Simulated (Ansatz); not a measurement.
CdF$_{2}$: what symmetry allows forces and stress to be

```
CELL_PARAMETERS angstrom
0.00000 2.51595 2.51595
2.73147 -0.21552 2.73147
2.51595 2.51595 0.00000
ATOMIC_POSITIONS crystal
Cd 0.99546 0.01361 0.99546
F 0.25202 0.24393 0.25202
F 0.75251 0.74246 0.75251
```

These are results of DFT PBEsol, scalar-relativistic, plane waves, PAW (Ansatz 0.2.0), not measurements.

Settings: cutoff 420 eV, Γ-centred mesh 8×8×8 on the computed 3-atom cell, Gaussian smearing of 0.02 eV; no spin polarisation.

This distorted cell has space group R3m, with 6 operations.

Problem. Without a calculation: in which directions can each atom feel a force?

Solution. A force must be left unchanged by every operation that keeps its atom in place, so it lies in the space that those operations leave fixed. Atoms that the group maps onto each other feel forces of one size.
| atom | site symmetry | operations at the site | equivalent to atom | allowed force (Cartesian) |
| --- | --- | --- | --- | --- |
| Cd1 | 3m | 6 | 1 | along (0.58, -0.58, 0.58) |
| F2 | 3m | 6 | 2 | along (0.58, -0.58, 0.58) |
| F3 | 3m | 6 | 3 | along (0.58, -0.58, 0.58) |

That leaves 3 independent force components of 9, tied by 1 condition that the forces sum to zero, so 2 remain. A relaxation in this cell that keeps the symmetry moves the atoms in these directions alone.

Problem. And the stress tensor?

Solution. It must be invariant under the point group, which leaves 2 independent components: xx = yy, xx = zz, yy = zz, yz = xy. Further linear relations between components hold in this frame.

Problem. Do the computed values obey this?

Solution. Yes. Forces (eV/Å):
```
Cd1 -0.158  0.158 -0.158
F2   0.313 -0.313  0.313
F3  -0.155  0.155 -0.155
```

Stress (GPa, compression positive, xx yy zz yz xz xy): 13.11 13.11 13.11 2.70 -2.70 2.70. The program imposes the same operations on density, forces and stress, so this confirms the analysis and is no independent test of the calculation.